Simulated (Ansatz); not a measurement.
Level of theory: Ansatz 0.2.0, DFT PBE+D3(BJ), scalar-relativistic, plane waves, PAW. Settings: cutoff 420 eV, Γ-centred meshes spaced at most about 0.3 Å⁻¹ (2π included), Gaussian smearing. No spin polarisation.

Temperature and zero-point effects are left out.

Two forms of SnSe were relaxed alike.

A.

```cif
data_structure
_symmetry_space_group_name_H-M 'Pnma'
_symmetry_Int_Tables_number 62
_cell_length_a 11.4914
_cell_length_b 4.1694
_cell_length_c 4.3813
_cell_angle_alpha 90.000
_cell_angle_beta 90.000
_cell_angle_gamma 90.000
_cell_volume 209.92
loop_
_atom_site_label
_atom_site_type_symbol
_atom_site_symmetry_multiplicity
_atom_site_Wyckoff_symbol
_atom_site_fract_x
_atom_site_fract_y
_atom_site_fract_z
_atom_site_occupancy
Sn1 Sn 4 c 0.61800 0.75000 0.40534 1
Se1 Se 4 c 0.14285 0.25000 0.52330 1
```

B.

```cif
data_structure
_symmetry_space_group_name_H-M 'Cmcm'
_symmetry_Int_Tables_number 63
_cell_length_a 4.2306
_cell_length_b 11.5764
_cell_length_c 4.2244
_cell_angle_alpha 90.000
_cell_angle_beta 90.000
_cell_angle_gamma 90.000
_cell_volume 206.89
loop_
_atom_site_label
_atom_site_type_symbol
_atom_site_symmetry_multiplicity
_atom_site_Wyckoff_symbol
_atom_site_fract_x
_atom_site_fract_y
_atom_site_fract_z
_atom_site_occupancy
Sn1 Sn 4 c 0.00000 0.12260 0.25000 1
Se1 Se 4 c 0.00000 0.35860 0.25000 1
```

**Question.** Which would you expect to be lower, and how large is the difference?

**Answer.** A is lower, by 7 meV/atom. A has space group Pnma (No. 62), 26.2 Å³/atom and a gap of 0.54 eV on its mesh; B has space group Cmcm (No. 63), 25.9 Å³/atom and a gap of 0.30 eV. Counting Se atoms around Sn (those within 1.25 times the shortest such distance or 1.15 times the sum of covalent radii, 1.27 where that leaves under three; a plus sign parts nearer from farther groups), A has Sn 3+3 and B has Sn 1+4. Origin: A, reached from a cell as deposited in COD, among other starts; B, reached from a measured cell (COD).

Kohn–Sham gaps at this level usually fall short of measured ones.
